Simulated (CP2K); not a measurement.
The system is TaN.

```
CELL_PARAMETERS angstrom
5.19600 0.00000 0.00000
-2.59800 4.49987 0.00000
0.00000 0.00000 2.91100
ATOMIC_POSITIONS crystal
Ta 0.00000 0.00000 0.00000
Ta 0.66667 0.33333 0.50000
Ta 0.33333 0.66667 0.50000
N 0.00000 0.39285 0.00000
N 0.60715 0.60715 0.00000
N 0.39285 0.00000 0.00000
```

Base run:

* Program: CP2K 2026.2
* Functional: PBEsol
* Potentials or basis: POTENTIAL_UZH Ta GTH-PBE-q13, N GTH-PBE-q5; DZVP-MOLOPT-PBE-GTH basis
* Density cutoff: 9184 eV
* k mesh: 6 × 6 × 9
* Occupations: fermi-dirac, width 0.05 eV
* Spin: no spin polarisation

Its results: band gap on the k mesh none (metal or under the smearing width); pressure -5.2 GPa; largest force 0.052 eV/Å.

Task: After a change of settings the same cell gave: band gap on the k mesh none (metal or under the smearing width); pressure 2.5 GPa; largest force 0.008 eV/Å. Which change was it?
A. functional from PBEsol to LDA
B. functional from PBEsol to optB88-vdW
C. functional from PBEsol to TPSS
D. functional from PBEsol to vdW-DF2

Result: B.

Caveats: the potentials were made for another functional, which shifts forces and pressure; the basis of atomic orbitals isn't converged, which shifts pressures, moduli and gaps.
